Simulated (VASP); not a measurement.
The system is ZrS2.

```
Zr S
1.0
     3.69138    0.00000    0.00000
    -1.84569    3.19683    0.00000
     0.00000    0.00000    6.04108
Zr S
1 2
Direct
  0.00000 0.00000 0.00000
  0.66667 0.33333 0.76209
  0.33333 0.66667 0.23791
```

The cell is a database's computed one.

```yaml
Program: VASP 6.6.1
Task: relaxation of cell and atoms
Functional: PBEsol
Potentials_or_basis: VASP PAW PBE potentials, release 64 (Zr_sv, S)
Cutoff: 300 eV
k_mesh: 9 × 9 × 6
Occupations: gaussian, width 0.02 eV
Spin: no spin polarisation
```

At the start: pressure -2.8 GPa; volume 23.76 Å³/atom.

**Question.** How do energy, volume and symmetry change on relaxing?

**Answer.** Over 14 steps the energy falls by 12.0 meV/atom and the volume is 21.97 Å³/atom (-7.6 %); space group P-3m1 (No. 164, to 0.05 Å).

The path:
```csv
step,energy change (eV),largest force (eV/Å),pressure (GPa),volume (Å³)
1,0.0000,0.1142,-2.77,71.29
2,0.0040,0.6381,3.46,67.12
3,-0.0201,0.2301,0.02,69.26
4,-0.0249,0.1410,-0.06,68.99
5,-0.0265,0.0528,-0.14,68.73
6,-0.0277,0.0594,-0.06,68.46
7,-0.0308,0.0795,0.18,67.67
8,-0.0340,0.1193,0.75,66.10
9,-0.0345,0.0994,0.62,66.07
10,-0.0356,0.0402,0.24,66.00
11,-0.0352,0.0767,-0.50,65.85
12,-0.0359,0.0038,-0.04,65.94
13,-0.0359,0.0033,-0.04,65.93
14,-0.0359,0.0022,-0.02,65.90
```

Final structure:
```
CELL_PARAMETERS angstrom
3.62113 0.00000 0.00000
-1.81056 3.13599 0.00000
0.00000 0.00000 5.80299
ATOMIC_POSITIONS crystal
Zr 0.00000 0.00000 0.00000
S 0.66667 0.33333 0.74882
S 0.33333 0.66667 0.25118
```

Caveat: the cutoff is under 1.25 times the usual one of these potentials, so pressure, stress and relaxed cells hold a basis-set (Pulay) error; the PAW data sets were made with another functional, which shifts forces and pressure a little; this functional lacks dispersion, which binds the layers, so the pressure and a relaxed spacing across them are unreliable.
